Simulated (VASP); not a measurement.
A run of VASP 6.6.1:

Contents of INCAR:

```
PREC = Accurate
ENCUT = 520
EDIFF = 1E-7
ISMEAR = -1
SIGMA = 0.05
LREAL = False
LASPH = True
NELM = 60
ALGO = Normal
ISIF = 2
LWAVE = False
LCHARG = False
GGA = PE
NBANDS = 34
```

File KPOINTS:

```
Automatic mesh
0
Gamma
  9 9 3
```

Contents of POSCAR:

```
Tl
1.0
    3.5086375776      0.0000000000      0.0000000000
   -1.7543187888      3.0385692748      0.0000000000
    0.0000000000      0.0000000000     11.2656046300
Tl
4
Direct
    0.6666666667      0.3333333333      0.7500000000
    0.0000000000      0.0000000000      0.5000000000
    0.3333333333      0.6666666667      0.2500000000
    0.0000000000      0.0000000000      0.0000000000
```

Potentials or basis: VASP PAW PBE potentials, release 64 (Tl_d).

The run is started by

```sh
$ cat potpaw_PBE.64/Tl_d/POTCAR > POTCAR
$ mpirun -np 1 vasp_std > vasp.out
```

Hardware: 1 thread of Intel(R) Xeon(R) 6975P-C (Granite Rapids) (shared host).

Problem. Estimate the wall time of this run.

Solution. Run time: 60 s on 1 thread of Intel(R) Xeon(R) 6975P-C (Granite Rapids) (shared host), peak memory 0.26 GiB. Counts: scf iterations 14, k points 24.
